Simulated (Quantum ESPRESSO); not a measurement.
Crystal: NaCl.

```
CELL_PARAMETERS angstrom
0.00000 2.79406 2.79406
2.79406 0.00000 2.79406
2.79406 2.79406 0.00000
ATOMIC_POSITIONS crystal
Cl 0.50000 0.50000 0.50000
Na 0.00000 0.00000 0.00000
```

The cell is a database's computed one.

| Quantity | Value |
| --- | --- |
| Program | Quantum ESPRESSO 7.5 |
| Task | phonons |
| Functional | PBE |
| Potentials or basis | PseudoDojo 0.4.1 SR PBE standard |
| Cutoff | 1197 eV |
| Density cutoff | 4789 eV |
| k mesh | 4 × 4 × 4, shifted |
| Occupations | fermi-dirac, width 0.05 eV |
| Spin | no spin polarisation |
| Mixing beta | 0.5 |
| Most SCF iterations | 120 |
| SCF threshold | 4e-10 Ry |

The cell and the atoms were relaxed first, to 23.12 Å³/atom (a = 4.029 Å, b = 4.029 Å, c = 4.029 Å, α = 60.00°, β = 60.00°, γ = 60.00°), and the response was taken there.

The first run showed a gap, so the response started from a second, tighter run with fixed occupations.

The run gives a transverse optical frequency of 167 cm⁻¹, an electronic dielectric constant of 2.48 and Born charges of ±1.11 e.

What are the longitudinal frequency and the static dielectric constant?

The longitudinal mode lies at 256 cm⁻¹, 89 cm⁻¹ over the transverse one, and the static constant is 5.82. The two agree with the Lyddane-Sachs-Teller relation: (256/167)² = 2.35 and 5.82/2.48 = 2.35.

Caveat: before the sum rule the acoustic modes lie tens of cm⁻¹ from zero, a sign that the density grid also shifts the optical modes.
